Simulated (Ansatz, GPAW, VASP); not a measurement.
## C: programs and potentials compared

```xyz
2
Lattice="0.0000 1.7834 1.7834 1.7834 0.0000 1.7834 1.7834 1.7834 0.0000" Properties=species:S:1:pos:R:3 pbc="T T T"
C     2.6751    2.6751    2.6751
C     1.7834    1.7834    1.7834
```

Alike in all runs: task single point; functional PBE; k mesh 13 × 13 × 13; occupations gaussian, width 0.011 eV; no spin polarisation; no spin-orbit coupling. Pressure is positive in compression and, in plane waves, holds the error of the finite cutoff, which Ansatz's Pulay term estimates and takes out.

| program and potentials | plane-wave cutoff (eV) | notes | pressure (GPa) |
| --- | --- | --- | --- |
| Ansatz, Ansatz PAW | 420 | Pulay term of +1.04 GPa included | 1.78 |
| Ansatz, all-electron LAPW, scalar-relativistic | - | - | ? |
| GPAW, GPAW PAW data sets (gpaw-data 1.2.1) | 800 | - | 1.42 |
| VASP, PBE PAW files C, 520 eV | 520 | - | 2.47 |

Question: Estimate from the other rows what the run with Ansatz, all-electron LAPW, scalar-relativistic gave.

Answer: Pressure 1.75 GPa. The other rows, which needn't bracket it: pressure 1.42 to 2.47.
